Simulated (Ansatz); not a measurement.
# SrO: the cost of one run

Program: Ansatz 0.2.0. Level of theory: reference: DFT, PBE, plane waves, PAW. These are calculated values, not measurements.

3 further runs of the same task are left out: 3 that didn't finish.

## (1) Starting point

Symmetry: Pm-3m, No. 221, cubic system. Conventional cell: a = 3.103 Å, b = 3.103 Å, c = 3.103 Å, α = 90.00°, β = 90.00°, γ = 90.00°. Sr (site symmetry m-3m) is surrounded by 8 O at 2.69 Å. O (site symmetry m-3m) is surrounded by 8 Sr at 2.69 Å.

Structure file:

```cif
data_structure
_symmetry_space_group_name_H-M 'P 1'
_symmetry_Int_Tables_number 1
_cell_length_a 3.1029
_cell_length_b 3.1029
_cell_length_c 3.1029
_cell_angle_alpha 90.000
_cell_angle_beta 90.000
_cell_angle_gamma 90.000
_cell_volume 29.87
loop_
_atom_site_label
_atom_site_type_symbol
_atom_site_fract_x
_atom_site_fract_y
_atom_site_fract_z
_atom_site_occupancy
Sr1 Sr 0.00000 0.00000 0.00000 1
O1 O 0.50000 0.50000 0.50000 1
```

## (2) The reference run

input.yaml reads:

```yaml
crystal:
  lattice:
    - [3.1028650697, 0.0, 0.0]
    - [0.0, 3.1028650697, 0.0]
    - [0.0, 0.0, 3.1028650697]
  atoms:
    - { symbol: Sr, position: [0.0, 0.0, 0.0] }
    - { symbol: O, position: [0.5, 0.5, 0.5] }
kpoints:
  mp_grid: { grid: [6, 6, 6] }
hamiltonian:
  xc: pbe
scf:
  occupations: { method: fixed }
  n_extra_bands: 4
output:
  forces: true
  stress: true
  eigenvalues: true
```

Launch:

```console
ansatz run input.yaml --threads 4 --pin off --max-ram 3686MiB --backend cpu --events-out ev --progress --plain --runs-dir out
```

Q: Estimate wall time and peak memory on 4 threads of an x86-64 CPU, shared host.

About 1.5 s, with a peak of 0.29 GiB.
